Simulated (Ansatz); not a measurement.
# O vacancy in ZrO2

Level of theory: DFT PBE, scalar-relativistic, plane waves, PAW (Ansatz 0.2.0). (420 eV cutoff, 2×2×2 k-mesh, Gaussian smearing of 0.01 eV, no spin polarisation)

Host crystal, relaxed:

```xyz
6
Lattice="3.6210 0.0000 0.0000 0.0000 3.6210 0.0000 0.0000 0.0000 5.2824" Properties=species:S:1:pos:R:3 pbc="T T T"
Zr    0.0000    0.0000    0.0000
Zr    1.8105    1.8105    2.6412
O     0.0000    1.8105    1.6227
O     0.0000    1.8105    4.2639
O     1.8105    0.0000    3.6597
O     1.8105    0.0000    1.0185
```

Supercell of 24 atoms, rows in host cell vectors: 2 0 0; 0 2 0; -1 -1 1. Atoms relax at the host's cell from a start displaced at random by 0.05 Å near the defect, so other minima may exist. The cell is small, so energies carry finite-size errors of tenths of an eV. The host's Kohn–Sham gap is 4.03 eV. Atoms are taken from and returned to the elements' standard states.

Defect: O vacancy set at (0.000, 0.500, 0.307) of the host cell. Before relaxation its nearest neighbours are 2 Zr at 2.08 Å, 2 Zr at 2.43 Å.

| charge | E_f at the valence band top (eV) | moment (μB) | largest move (Å) | atoms near the site |
| --- | --- | --- | --- | --- |
| 0 | 5.79 | 0.00 | 0.11 | 1 Zr at 1.99 Å, 1 Zr at 2.06 Å, 1 Zr at 2.45 Å, 1 Zr at 2.46 Å, 2 O at 2.54 Å, 1 O at 2.55 Å, 1 O at 2.56 Å |